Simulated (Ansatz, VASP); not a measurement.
One calculation of WS2, two programs

File INCAR:

```
SYSTEM = WS2
PREC = Accurate
ENCUT = 520
EDIFF = 1E-6
ISMEAR = -1
SIGMA = 0.02
LREAL = .FALSE.
LASPH = .TRUE.
NELM = 60
ALGO = Normal
ISIF = 2
LWAVE = .FALSE.
LCHARG = .FALSE.
GGA = PE
NBANDS = 20
```

File KPOINTS:

```
Automatic mesh
0
G
  10 10 10
  0 0 0
```

Contents of POSCAR:

```
WS2
1.0
    1.5985959961      0.9229498287      6.0871024718
   -1.5985959961      0.9229498287      6.0871024718
    0.0000000000     -1.8458996574      6.0871024718
W S
1 2
Direct
    0.0000000000      0.0000000000      0.0000000000
    0.2477300226      0.2477300226      0.2477300226
    0.7522699774      0.7522699774      0.7522699774
```

Input for Ansatz:

```yaml
crystal:
  lattice:
    - [1.5985959961, 0.9229498287, 6.0871024718]
    - [-1.5985959961, 0.9229498287, 6.0871024718]
    - [0.0, -1.8458996574, 6.0871024718]
  atoms:
    - { symbol: W, position: [0.0, 0.0, 0.0] }
    - { symbol: S, position: [0.2477300226, 0.2477300226, 0.2477300226] }
    - { symbol: S, position: [0.7522699774, 0.7522699774, 0.7522699774] }
kpoints:
  mp_grid: { grid: [10, 10, 10] }
  band_path:
    path:
      - [[0.0, 0.0, 0.0], [0.5, 0.5, 0.5], [0.8180068081784, 0.1819931918216, 0.5]]
      - [[0.5, -0.1819931918216, 0.1819931918216], [0.5, -1.018738027036e-16, 3.948418313924e-17], [0.0, 0.0, 0.0], [0.3409965959108, -0.3409965959108, 3.509096380958e-18]]
      - [[0.6590034040892, -6.238961956434e-17, 0.3409965959108], [0.5, -1.330686124858e-16, 0.5], [0.0, 0.0, 0.0]]
    npoints: 10
hamiltonian:
  xc: pbe
scf:
  occupations: { method: fermi_dirac, width: 0.02 }
  n_extra_bands: 4
output:
  forces: true
  stress: true
  eigenvalues: true
  write_density: true
  write_potential: true
  elf: true
  volumetric_format: npy
```

The cell was built by a generator and needn't be a form met in nature.

Alike in both runs: task single point; functional PBE; k mesh 10 × 10 × 10; occupations fermi-dirac, width 0.02 eV; no spin polarisation.

|  | VASP | Ansatz |
| --- | --- | --- |
| version | VASP 6.6.1 | Ansatz 0.2.0 |
| potentials or method | VASP PAW PBE potentials, release 64 (W_sv, S) | plane waves, PAW |
| plane-wave cutoff (eV) | 520 | 420 |
| valence electrons in the cell | 26 | 26 |

```tsv
	VASP	Ansatz	Ansatz less VASP
pressure (GPa)	3.1	3.1	+0.05
largest component of the traceless stress (GPa)	1.67	1.67	-0.002
rms of the force components (eV/Å)	0.112	0.113	+0.0002
```

Atom by atom the forces differ by 0.000 eV/Å (rms over components).

Spin-orbit coupling is left out, which matters for the levels of W.
